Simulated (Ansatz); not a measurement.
## Cr (Fm-3m), trigonal deformation path

Method: DFT PBE, scalar-relativistic, plane waves, PAW (Ansatz 0.2.0). Cutoff 420 eV, Γ-centred 24×24×24 k-points, Gaussian smearing of 0.15 eV. No spin polarisation. A magnetic state may lie lower. Energies are free energies at this smearing, counted from the undisturbed cell; pressure is positive in compression.

The undisturbed cell (as given, not relaxed at this level; it stands at -10.2 GPa; this fcc form isn't the usual structure):

```
CELL_PARAMETERS angstrom
0.00000 1.84000 1.84000
1.84000 0.00000 1.84000
1.84000 1.84000 0.00000
ATOMIC_POSITIONS crystal
Cr 0.00000 0.00000 0.00000
```

At fixed volume and fractional coordinates, lengths along (0.577, 0.577, 0.577) are scaled against those across it; ρ is that ratio over its starting value. The cell is metallic on the mesh throughout. At ρ = 0.500 the cell becomes cubic (Pm-3m), and there the slope of the energy vanishes by symmetry. At -10 GPa the given cell is far from its own equilibrium, so these figures belong to a strongly strained crystal.

```tsv
ρ	ΔE (meV/atom)	pressure (GPa)
0.500	622.6	5.6
0.710	112.8	-5.2
1.000	0.0	-10.2
2.000	2614.4	78.7
```